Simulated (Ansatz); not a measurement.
Crystal: MnS.

```
Mn S
1.0
     1.83000    1.05655    2.97092
    -1.83000    1.05655    2.97092
     0.00000   -2.11310    2.97092
Mn S
1 1
Direct
  0.00000 0.00000 0.00000
  0.50000 0.50000 0.50000
```

The cell is a database's computed one.

Alike in all runs: program Ansatz 0.2.0; functional PBE; potentials or basis Ansatz PAW; cutoff 420 eV (not typed: the program's choice for these potentials); k mesh 8 × 8 × 8; occupations fermi-dirac, width 0.05 eV.

The same cell was started in several ways:

```tsv
start	free energy over the lowest (meV/atom)	net moment (μB)	site or absolute moments (μB)	gap
collinear spin, ferromagnetic start of up to 6 μB; fixed moment 6	1349.1	6.00	Mn +4.55; S +0.64	-
collinear spin, ferromagnetic start of up to 5 μB; fixed moment 5	0.0	5.00	Mn +4.34; S +0.23	-
collinear spin, ferromagnetic start of up to 8 μB; fixed moment 8	5004.5	8.00	Mn +4.88; S +1.50	-
collinear spin, ferromagnetic start of up to 2 μB; fixed moment 2	564.9	2.00	Mn +2.00; S -0.07	-
collinear spin, ferromagnetic start of up to 3 μB; fixed moment 3	281.1	3.00	Mn +2.96; S -0.09	-
collinear spin, ferromagnetic start of up to 4 μB; fixed moment 4	23.2	4.00	Mn +3.74; S +0.02	-
collinear spin, program default start; fixed moment 0	968.7	0.00	-	-
collinear spin, ferromagnetic start of up to 1 μB; fixed moment 1	762.1	1.00	Mn +1.01; S -0.02	-
```

All polarised runs hold their moment fixed, so the table maps the energy against it. A still lower state may exist.

Caveats: the total moment is fixed, so each spin has its own Fermi level; a cell with one magnetic atom can't hold antiferromagnetic order, which such compounds often take (some runs).
